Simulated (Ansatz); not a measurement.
Run on Ni (I4/mmm) — stretched by 4 % along z at fixed volume; spin–orbit coupling, moments along [001]

Level of theory: DFT, PBE, all-electron LAPW, Dirac equation with spin-orbit coupling in Ansatz.

Command: `ansatz run input.yaml --threads 3 --pin off --max-ram 6144MiB --backend cpu --events-out ev --progress --plain --runs-dir out`

The folder start holds the state saved by an earlier run of the same cell, from which the iterations begin.

```yaml
crystal:
  lattice:
    - [-1.3568446506, 1.3568446506, 1.4390640888]
    - [1.3568446506, -1.3568446506, 1.4390640888]
    - [1.3568446506, 1.3568446506, -1.4390640888]
  atoms:
    - { symbol: Ni, position: [0.0, 0.0, 0.0], spin: 0.6, spin_axis: [0.0, 0.0, 1.0] }
magnetization:
  noncollinear: true
  spin_orbit: true
kpoints:
  mp_grid: { grid: [13, 13, 13] }
scf:
  occupations: { method: fermi_dirac, width: 0.05 }
  convergence: { dr2_threshold: 1.0e-08 }
  max_iter: 60
  lower_state_search: "off"
hamiltonian:
  xc: pbe
  pseudopotentials: { kind: all_electron, lapw: { basis_error: 0.00025 } }
output:
  eigenvalues: false
  hubbard: { sites: [{ species: Ni, l: d }] }
checkpoint:
  write: state
  compress: false
  write_every: 100000
  read: start
```

Output:

```
Warning: checkpoint.read: spin treatment differs: saved collinear, current noncollinear; the saved charge density seeds this run and the saved magnetisation is carried along the axis that this deck's starting moments share; the saved density holds an absolute magnetisation of 6.3e-1 μB; saved orbitals and DFT+U occupations are not carried
settings of this run that can trade accuracy for cost: output.eigenvalues: false. Do not mix this run's numbers with those of runs without the same settings; the input reference describes each key
Ni: projections on atomic orbitals take those of the free atom 1s2 2s2 2p6 3s2 3p6 3d8 4s2, of charge +0.00 (hamiltonian.pseudopotentials.projection_atoms)
LAPW: plane waves up to 10.125 Å⁻¹, error target 2.5e-4 eV per atom; Dirac's equation on spinors; Ni in spheres of 1.199 Å, 18 of its electrons in bands (how accurate: hamiltonian.pseudopotentials.lapw.basis_error, Limitations)
Engine: ansatz 0.2.0
Pseudopotentials: kind: all_electron
Pseudopotential: Ni, LAPW, valence charge 18, lapw/all_electron/dirac/gaussian/Ni, Dirac's equation, gaussian nucleus
Functional definition: PBE
  parameter kappa = 0.804
  parameter beta = 0.06672455060314922
  exchange = pbe_x(kappa = kappa, mu = beta*pi^2/3)
  correlation = pbe_c(beta = beta)
Crystal: 1 atoms, lattice volume = 10.597 Å³
Basis set: ecut = 390.617198748618 eV, 185 PW (Γ), exchange–correlation at level 2
Bands: 26, of which v1, the nominal top of the filled ones, is band 18 counted from 1 (17 counted from 0)
Symmetry: 8 space group operations + 8 with time reversal
Magnetic group: BNS 139.537 (UNI 1197), of the structure as read, at distance tolerance 2.2e-5 Å
k-points: 196 of 2197 (time reversal used)
Non-local potential: Ni, projectors of the file, none
Initial density: read from a saved state, or passed on in memory by an earlier SCF of this step, an earlier step, the calling program or the single point that the run made first
Starting moments: Σ|m| = 0.6 μB on 1 of 1 site; this step starts from the density that it was given
Initial wavefunctions: plane waves of lowest kinetic energy (no species holds an atomic orbital)
Functional: x = pbe(κ = 0.804, μ = 0.2195149727645171), c = pbe(β = 0.06672455060314922)
iter 1 solved again at ethr=4.51e-9 eV; its pass at ethr=1.00e-1 eV (dr2=8.12e-7 eV) is discarded
SCF iter   1: F=—  HF=-41383.914706 eV  |F-HF|=—  |Δ(HF+E_count)|=         —  Δρ=3.46e-4  dr2=1.48e-7  dr2_m=3.33e-6  ethr=4.51e-9  |M|=5.86e-1 ∫|m|=6.52e-1 μB  β_m=0.30  ⟨swp⟩=6.3  Hψ=51240  notcnv=0
the basis was enlarged: its passes take 5.6 MiB over the memory plan, 3 of 3 planned eigensolver slots
preconditioner: auto → none  [metal: Δε(μ)=0.001 eV  Ē_g=14.446 eV  σ=0.050 eV  W_gap=0.01  n_scr=0 (ndim 8)  ℏωp=36.1 eV  f_vac=0.000  D(μ)=1.66/eV (n_scr^D=18)]
[...]
SCF 1 converged in 11 iterations: F = -41383.914756 eV  dr2 = 1.15e-12
SCF converged after 11 iterations
Magnetization: |M| = 0.5832 μB,  M = (-0.0000, +0.0000, +0.5832) μB
Absolute magnetization: 0.6484 μB (∫|m|)
  site 0: m = (+0.0000, +0.0000, +0.6065) μB, |m| = 0.6065 μB  (R = 1.20 Å)
Free energy (F): -41383.914756 eV
Harris-Foulkes:  -41383.914756 eV  (|F-HF|=2.55e-10)
Internal energy: -41383.900943 eV  (E = F + TS)
E sigma→0 (E₀):  -41383.907849 eV
Entropy (-TS):   -0.013813 eV (-13.813 meV/atom)
Fermi energy:    18.785935 eV
--- Per-component energies (eV) ---
  E_band       = -271.169887
  E_kinetic    = 42052.685368
  E_xc         = -1731.257930
  E_electrostatic = -81705.328381  (all electrons and nuclei)
  E_smearing   = -0.013813  (= −TS)
  E_closure    = 0.000000  (closes the sum)
  E_atoms      = -41376.897812  (free atoms, spherical and without spin; not in F)
  Σ components = -41383.914756   (vs F -41383.914756, Δ=0.00e0)
  Basis errors (estimates in eV, not in F): energy 6.9e-5 per atom: plane waves 5.9e-5 (3.1e-5 summed), levels above the bands 1.0e-95, relativity 4.6e-9, radial functions 9.7e-6, core shells 6.5e-10; eigenvalues (radial functions only) 3.9e-7; not estimated: angular momenta, meshes, grids; target (lapw.basis_error) 2.5e-4; muffin-tin radii Ni 1.199 Å
--- Occupation matrices: 1 shell (Löwdin-built; ε = 2.00e-2, provisional) ---
  Ni0 d_3D: site group D4h (4/mmm)
  Ni0 d_3D spinor Tr n = 8.8239  λ = 0.762 0.773 0.799 0.860 0.906 0.939 0.939 0.943 0.950 0.953  [2× xz 0.50 (T2g 1.00) E1/2g(0.50) | xy 0.93 (T2g 0.94) E3/2g(1.00) | x2-y2 0.93 (Eg 0.93) E3/2g(1.00) | z2 0.95 (Eg 0.95) E1/2g(1.00) | 5× z2 0.21 (T2g 0.59) E3/2g(0.60)]
  Tr n, λ and their labels are of the run-group-symmetrised matrices; stabiliser: 16 of 32 elements of G0×{1,Θ} (closed), max defect 3.4e-15 at τ = 4.2e-3
settings of this run that can trade accuracy for cost: output.eigenvalues: false. Do not mix this run's numbers with those of runs without the same settings; the input reference describes each key
```

occupations.tsv:

```
# site	symbol	l	channel	k	occupation	cluster	real_ylm_label	real_ylm_weight	cubic_label	cubic_weight	pseudocubic_irrep	site_irrep	w_site_irrep	cell_site_irrep	w_cell_site_irrep
# projection_atom_Ni: 1s2 2s2 2p6 3s2 3p6 3d8 4s2
# site_irrep/w_site_irrep = the cluster's dominant irrep under the shell's site group (Mulliken, in the setting of the per-shell frame z, x; double-valued rows on a spinor block under rep=spin_orbital) and its weight, the cluster's purity; - without a site group
# cell_site_irrep/w_cell_site_irrep = the same under the site's group on the run's cell, the crystal's operations that keep its lattice, with its own per-shell comment where it differs; - as there, and where that group is no smaller or either group is refused
# basis = Löwdin-built
# labels = run-group-symmetrised matrices
# epsilon = 0.02 provisional = true under_converged = false
# stabiliser = 16/32 closed max_defect = 3.3835e-15 tolerance = 0.0042426
# site 0 Ni l=2_3D: orbit=0, site group D4h (4/mmm), |G|=16, z=[0.000000, 0.000000, 1.000000], x=[0.000000, 1.000000, 0.000000], rep=spin_orbital
0	Ni	2_3D	spinor	0	0.762055	0	xz	0.4982	xz	0.4982	T2g	E1/2g	0.5000	-	-
0	Ni	2_3D	spinor	1	0.773409	0	xz	0.4982	xz	0.4982	T2g	E1/2g	0.5000	-	-
0	Ni	2_3D	spinor	2	0.799093	1	xy	0.9348	xy	0.9348	T2g	E3/2g	1.0000	-	-
0	Ni	2_3D	spinor	3	0.859974	2	x2-y2	0.9300	x2-y2	0.9300	Eg	E3/2g	1.0000	-	-
0	Ni	2_3D	spinor	4	0.905717	3	z2	0.9492	z2	0.9492	Eg	E1/2g	1.0000	-	-
0	Ni	2_3D	spinor	5	0.938650	4	z2	0.2092	z2	0.2092	T2g	E3/2g	0.6000	-	-
0	Ni	2_3D	spinor	6	0.938797	4	z2	0.2092	z2	0.2092	T2g	E3/2g	0.6000	-	-
0	Ni	2_3D	spinor	7	0.942849	4	z2	0.2092	z2	0.2092	T2g	E3/2g	0.6000	-	-
0	Ni	2_3D	spinor	8	0.949892	4	z2	0.2092	z2	0.2092	T2g	E3/2g	0.6000	-	-
0	Ni	2_3D	spinor	9	0.953443	4	z2	0.2092	z2	0.2092	T2g	E3/2g	0.6000	-	-
# Tr n = 8.823878
```

Site moments (μB): Ni (0.00, 0.00, 0.61). Cell moment 0.58 μB.

The Ansatz runs typed with the search for lower states off end where their start leads. The magnetic state is the one that this cell and start allow. It needn't be the compound's measured order, which may need a larger cell or be absent.

It took 80 s on 3 threads of Arm Neoverse V1, on a shared host, peak memory 0.73 GiB.
